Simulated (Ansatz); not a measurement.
# ¹⁷O NMR of the central transition in SiO2

Cell: a computed structure from the Materials Project (it need not be an observed phase), taken as it stands.

Space group I-42m (No. 121); a = 12.9581, c = 5.1360 Å.

| site | Wyckoff | site symmetry | x | y | z |
| --- | --- | --- | --- | --- | --- |
| Si1 | 8i | ..m | 0.1998 | 0.1998 | 0.7289 |
| Si3 | 8g | .2. | 0.1544 | 0.0000 | 0.5000 |
| O9 | 8i | ..m | 0.4206 | 0.4206 | 0.8328 |
| O10 | 16j | 1 | 0.5752 | 0.2775 | 0.8105 |
| O11 | 8i | ..m | 0.2339 | 0.2339 | 0.0184 |

One atom of each set is listed; the run and its k-mesh use a cell of 24 atoms with edges of 9.52, 9.52, 9.52 Å.

All values are calculated (Ansatz; DFT, r2SCAN, plane waves and PAW, scalar-relativistic, 500 eV cutoff, Γ-centred 4×4×4 k-points, Fermi–Dirac smearing 0.02 eV), not measured.

¹⁷O has I = 5/2 and Q = -25.58 mb (Pyykkö 2018); at 28.2 T its Larmor frequency is ν₀ = 162.8 MHz. Only the quadrupole interaction is simulated: positions count from each site's isotropic chemical shift, and J coupling is left out, as are shift anisotropy and dipolar coupling, which fast spinning averages.

Q: What does the ¹⁷O spectrum (fast magic-angle spinning) show for each site?

A: 

```csv
site,first shell,C_Q (MHz),η,P_Q (MHz),δ_QIS (ppm),breadth (kHz)
O9,"2 Si at 1.66 Å, angle 117°",-5.03,0.73,5.46,-6.74,2.51
O10,"2 Si at 1.64–1.65 Å, angle 124°",-5.43,0.30,5.52,-6.88,2.57
O11,"2 Si at 1.61–1.63 Å, angle 154°",-6.33,0.06,6.34,-9.08,3.23
```

δ_QIS = −(ν_Q²/30ν₀²)[I(I+1) − 3/4](1 + η²/3) × 10⁶ ppm with ν_Q = 3|C_Q|/[2I(2I−1)]; it falls as 1/B₀² in ppm, and the breadth as 1/B₀ in kHz.

At O9, O10 and O11 V_zz runs parallel to the line that joins its two neighbours (within 3°) in each case.

The largest force is 0.5 eV/Å, so the atoms aren't at the calculated equilibrium and relaxing them would move these values.

Hardware: 1 thread of Arm Neoverse V1 (aarch64; 8 cores open to the job, memory cap 2.5 GiB, no GPU), a shared host with a load of 0.2 a core. Wall time 2.4 min, CPU time 2.4 min, peak memory 2.2 GiB.
